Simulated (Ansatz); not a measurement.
# Two states of MnSb

```yaml
crystal:
  lattice:
    - [1.88137, 3.62640, -5.82853]
    - [-2.02210, 3.48393, -0.13797]
    - [2.24901, 3.39121, 5.81439]
  atoms:
    - { symbol: Sb, position: [0.06638, 0.31181, 0.29350] }
    - { symbol: Sb, position: [0.53962, 0.35688, 0.78249] }
    - { symbol: Sb, position: [0.49150, 0.61733, 0.21575] }
    - { symbol: Sb, position: [0.96032, 0.68988, 0.71762] }
    - { symbol: Mn, position: [0.99854, 0.01986, 0.00229] }
    - { symbol: Mn, position: [0.49543, 0.97894, 0.49691] }
    - { symbol: Mn, position: [0.26139, 0.96204, 0.77405] }
    - { symbol: Mn, position: [0.73632, 0.01778, 0.23530] }
```

Method: PBE, with U = 4.34 eV and J = 0.58 eV on Mn d (all-electron-ortho-atomic projectors); PAW, plane waves to 420 eV, 3×5×3 (shifted by 0.5, 0.5, 0 steps) mesh, fermi-dirac occupations (width 0.1 eV) (Ansatz 0.2.0), atoms fixed.

State A: Mn5 up, Mn6 up, Mn7 up, Mn8 up (collinear spin). State B: Mn5 up, Mn6 up, Mn7 up, Mn8 down (collinear spin).

Compare the two self-consistent states.

State A is lower by 48.8 meV an atom at zero smearing; in free energy at this smearing B lies +45.2 meV an atom from A.

```
state  free energy (meV/atom)  largest moment in a small sphere (μB)  net moment (μB/cell)  gap on mesh (eV)  pressure (GPa)  largest force (eV/Å)
    A                     0.0                                   4.02                 16.10             metal            13.8                  2.98
    B                    45.2                                   3.94                  7.50             metal            12.7                  2.84
```

Origin: a strained cell with displaced atoms, so it need not be a known compound. Caveats: the k mesh is coarse if the cell is a metal; atoms or cell far from equilibrium.
